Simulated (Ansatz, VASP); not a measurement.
One calculation of Pd, two programs

```
CELL_PARAMETERS angstrom
2.78759 0.00000 0.00000
-1.39380 2.41413 0.00000
0.00000 0.00000 24.10424
ATOMIC_POSITIONS crystal
Pd 0.66667 0.33333 0.31147
Pd 0.33333 0.66667 0.40606
Pd 0.00000 0.00000 0.50000
Pd 0.66667 0.33333 0.59394
Pd 0.33333 0.66667 0.68853
```

Alike in both runs: functional PBE; k mesh 15 × 15 × 1; occupations gaussian, width 0.1 eV; no spin polarisation.

Ansatz relaxed the structure, and its values are those at the end. VASP's run is a single point on that final structure, the one shown.

|  | VASP | Ansatz |
| --- | --- | --- |
| version | VASP 6.6.1 | Ansatz 0.2.0 |
| potentials or method | VASP PAW PBE potentials, release 64 (Pd) | scalar-relativistic, plane waves, PAW |
| plane-wave cutoff (eV) | 520 | 420 |
| valence electrons in the cell | 50 | 90 |

|  | VASP | Ansatz | Ansatz less VASP |
| --- | --- | --- | --- |
| gap on the k mesh at the Fermi level (eV) | none | none | - |
| rms of the force components (eV/Å) | 0.005 | 0.000 | -0.0052 |

A gap of «none» marks a metal or a gap that the smearing closes. The two sets of potentials don't hold the same shells in valence. Ansatz warned: «xc_potential_rough_in_thin_density».
